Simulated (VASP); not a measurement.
# Ti: relaxed cell and band gap, by functional

Ti, P6_3/mmc (no. 194), 2 atoms in the cell.

| Functional | Volume (Å³/atom) | Change from the starting volume (fraction) | Gap, path and mesh (eV) | Time (s) |
|---|---|---|---|---|
| LDA | 16.06 | -0.089 | 0.00 | 183 |
| LDA (PW92) | 16.04 | -0.090 | 0.00 | 181 |
| LDA (VWN5) | 16.03 | -0.091 | 0.00 | 193 |
| LDA (Hedin-Lundqvist) | 16.10 | -0.087 | 0.00 | 189 |
| LDA (Wigner) | 16.80 | -0.047 | 0.00 | 188 |
| PBE exchange only | 19.52 | 0.107 | 0.00 | 186 |
| PBE | 17.35 | -0.016 | 0.00 | 169 |
| PBEsol | 16.67 | -0.055 | 0.00 | 193 |
| RPBE | 17.87 | 0.013 | 0.00 | 121 |

## Input of the first row

INCAR.step1:
```
SYSTEM = Ti
PREC = Accurate ; ENCUT = 600
EDIFF = 1E-7 ; ISMEAR = 1
SIGMA = 0.1 ; LREAL = .FALSE.
LASPH = .TRUE. ; GGA_COMPAT = .FALSE.
ALGO = Normal ; NELM = 150
ISIF = 3 ; LWAVE = .FALSE.
LCHARG = .FALSE. ; GGA = CA
IBRION = 2 ; EDIFFG = -0.005
NSW = 60
```

INCAR.step2, as INCAR.step1 but for:
```
- NSW = 60
+ NSW = 40
```

INCAR.step3, as INCAR.step2 but for:
```
- ISIF = 3
- IBRION = 2
- EDIFFG = -0.005
- NSW = 40
+ ISIF = 2
+ NBANDS = 19
```

KPOINTS:
```
k-points
0
Gamma
  10 10 6
```

KPOINTS_OPT:
```
path GMKGALHA,LM,KH
8
line-mode
reciprocal
 0.0000000000  0.0000000000  0.0000000000  G
 0.5000000000  0.0000000000  0.0000000000  M

 0.5000000000  0.0000000000  0.0000000000  M
 0.3333333333  0.3333333333  0.0000000000  K

 0.3333333333  0.3333333333  0.0000000000  K
 0.0000000000  0.0000000000  0.0000000000  G

 0.0000000000  0.0000000000  0.0000000000  G
 0.0000000000  0.0000000000  0.5000000000  A

 0.0000000000  0.0000000000  0.5000000000  A
 0.5000000000  0.0000000000  0.5000000000  L

 0.5000000000  0.0000000000  0.5000000000  L
 0.3333333333  0.3333333333  0.5000000000  H

 0.3333333333  0.3333333333  0.5000000000  H
 0.0000000000  0.0000000000  0.5000000000  A

 0.5000000000  0.0000000000  0.5000000000  L
 0.5000000000  0.0000000000  0.0000000000  M

 0.3333333333  0.3333333333  0.0000000000  K
 0.3333333333  0.3333333333  0.5000000000  H
```

POSCAR.step1:
```
Ti
1.0
    2.9500000000      0.0000000000      0.0000000000
   -1.4750000000      2.5547749412      0.0000000000
    0.0000000000      0.0000000000      4.6800000000
Ti
2
Direct
    0.6666666667      0.3333333333      0.7500000000
    0.3333333333      0.6666666667      0.2500000000
```

Commands (each step's output is kept before the next begins):
```
cat potpaw_LDA.64/Ti_sv/POTCAR > POTCAR
cp INCAR.step1 INCAR
cp POSCAR.step1 POSCAR
mpirun -np 1 vasp_std > vasp.out
cp CONTCAR POSCAR
rm WAVECAR CHG
cp INCAR.step2 INCAR
mpirun -np 1 vasp_std > vasp.out
cp CONTCAR POSCAR
rm WAVECAR CHG
cp INCAR.step3 INCAR
mpirun -np 1 vasp_std > vasp.out
```

Changes of the last row against the first:
```
(all steps)
- GGA = CA
+ GGA = RP
- cat potpaw_LDA.64/Ti_sv/POTCAR > POTCAR
+ cat potpaw_PBE.64/Ti_sv/POTCAR > POTCAR
```

VASP 6.6.1 took 183 s on 1 core (AMD EPYC 9R45 (Zen 5)), a shared host.
